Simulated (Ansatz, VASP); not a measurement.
## Two plane-wave programs on Cu

```xyz
2
Lattice="2.9511 0.0000 0.0000 0.0000 2.9511 0.0000 0.0000 0.0000 2.7591" Properties=species:S:1:pos:R:3 pbc="T T T"
Cu    0.0000    0.0000    0.0000
Cu    1.4755    1.4755    1.3796
```

Alike in both runs: task single point; functional PBE; k mesh 14 × 14 × 16; occupations gaussian, width 0.1 eV; no spin polarisation.

|  | VASP | Ansatz |
| --- | --- | --- |
| version | VASP 6.6.1 | Ansatz 0.2.0 |
| potentials or method | VASP PAW PBE potentials, release 64 (Cu) | scalar-relativistic, plane waves, PAW |
| plane-wave cutoff (eV) | 520 | 420 |
| valence electrons in the cell | 22 | 38 |

Ansatz gave:

| Property | Result |
| --- | --- |
| gap on the k mesh at the Fermi level (eV) | none |
| pressure (GPa) | -0.1 |
| largest component of the traceless stress (GPa) | 0.15 |

Q: Which values does VASP return?

A: gap on the k mesh at the Fermi level (eV): none; pressure (GPa): 0.5; largest component of the traceless stress (GPa): 0.20.

A gap of «none» marks a metal or a gap that the smearing closes. The two sets of potentials don't hold the same shells in valence.
